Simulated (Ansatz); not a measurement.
AlN under changes of volume

One of the cells (10.417 Å³/atom); the others are scaled copies at fixed shape and fractional positions:

```
Al N
1.0
     0.00000    2.18399    2.18399
     2.18399    0.00000    2.18399
     2.18399    2.18399    0.00000
Al N
1 1
Direct
  0.00000 0.00000 0.00000
  0.25000 0.25000 0.25000
```

Measurements of this composition are mostly on another form, of space group No. 186.

| Quantity | Value |
| --- | --- |
| Program | Ansatz 0.2.0 |
| Functional | PBE |
| Potentials or basis | PseudoDojo standard (PBE files) |
| Cutoff | 1143 eV |
| Density cutoff | 4572 eV |
| k mesh | 10 × 10 × 10 |
| Occupations | fermi-dirac, width 0.05 eV |
| Spin | no spin polarisation |

```csv
volume (Å³/atom),energy over the lowest point (meV/atom),pressure (GPa),gap on the mesh (eV)
9.792,47.96,19.2,3.35
10.001,26.59,13.8,3.35
10.209,?,?,?
10.417,3.20,4.5,3.32
10.626,0.00,0.5,3.31
10.834,1.77,-3.2,3.30
11.042,8.06,-6.5,3.29
```

Task: What does the run at 10.209 Å³/atom give?

Result: Energy over the lowest point 11.88 meV/atom; pressure 8.9 GPa; gap on the mesh 3.33 eV.

Worked out: A Birch-Murnaghan fit of order 3 (a polynomial in V^(-2/3)) to the other rows has its minimum at 10.65 Å³/atom with B0 = V·E''(V) = 194 GPa and B' = 3.8. It gives 11.90 meV/atom at 10.209 Å³/atom, against the run's 11.88, and -dE/dV = 8.9 GPa, against 8.9. A straight line through the other rows of the gap, of slope -0.539 eV per unit of ln V, gives 3.33 eV, against the run's 3.33.

Energies are extrapolated to zero smearing.

A mesh can miss the band edges.
